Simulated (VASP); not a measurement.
Write the native input for VASP 6.6.1 that does the following.

```
Task                   : single point
Functional             : PBE
Potentials or basis    : VASP PAW PBE potentials, release 64 (P_GW)
Cutoff                 : 500 eV
k mesh                 : 4 × 4 × 2
Occupations            : gaussian, width 0.02 eV
Spin                   : no spin polarisation
Further INCAR settings : ALGO = Normal; EDIFF = 1e-06
```

The structure of P lies in POSCAR:

```
P
1.0
    2.4246941115      0.0000000000      0.0000000000
    0.0000000000      2.4385351442      0.0000000000
   -0.0203144631      0.0000000000      4.8524328982
P
2
Direct
    0.0000000300      0.0000000000      0.7494253600
    0.9999999700      0.0000000000      0.2505746400
```

This isn't the form of P at room conditions, which is orthorhombic.

The input as run:

INCAR

```
ALGO = Normal
EDIFF = 1E-6
ENCUT = 500
GGA = PE
ISIF = 2
ISMEAR = 0
LASPH = True
LCHARG = False
LREAL = False
LWAVE = False
NELM = 80
PREC = Accurate
SIGMA = 0.02
```

KPOINTS

```
k-points
0
Gamma
  4 4 2
```

Potentials or basis: VASP PAW PBE potentials, release 64 (P_GW).

Run with:

```console
$ cat potpaw_PBE.64/P_GW/POTCAR > POTCAR
$ mpirun -np 1 vasp_std > vasp.out
```

It gave:

```yaml
Pressure: 2.9 GPa
Largest_force: 0.212 eV/Å
Band_gap_on_the_k_mesh: none (metal or under the smearing width)
```

Caveat: the k mesh is coarse (spacing up to 0.65 Å⁻¹), so the values aren't converged.

It took 3.1 s on 1 thread of Intel(R) Xeon(R) 6975P-C (Granite Rapids) (shared host), peak memory 0.13 GiB.
